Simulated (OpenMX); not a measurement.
The system is HfN.

```
Hf N
1.0
     0.00000    2.25600    2.25600
     2.25600    0.00000    2.25600
     2.25600    2.25600    0.00000
Hf N
1 1
Direct
  0.00000 0.00000 0.00000
  0.50000 0.50000 0.50000
```

Base run:

- Program: OpenMX 3.8.5
- Functional: PBE
- Potentials or basis: OpenMX 2013 PBE set, Hf7.0-s3p2d2f2, N6.0-s3p2d2, grid cutoff 400 Ry
- k mesh: 11 × 11 × 11
- Occupations: fermi-dirac, width 0.05 eV
- Spin: no spin polarisation

Its results: pressure 3.5 GPa.

Question: The run is repeated on the same cell with these changes: functional from PBE to LDA; potentials or basis from OpenMX 2013 PBE set, Hf7.0-s3p2d2f2, N6.0-s3p2d2, grid cutoff 400 Ry to OpenMX 2013 LDA set, Hf7.0-s3p2d2f1, N6.0-s2p2d1, grid cutoff 400 Ry. What comes out?

Answer: Pressure -9.4 GPa.

Caveats: the basis of atomic orbitals isn't converged, which shifts pressures, moduli and gaps.
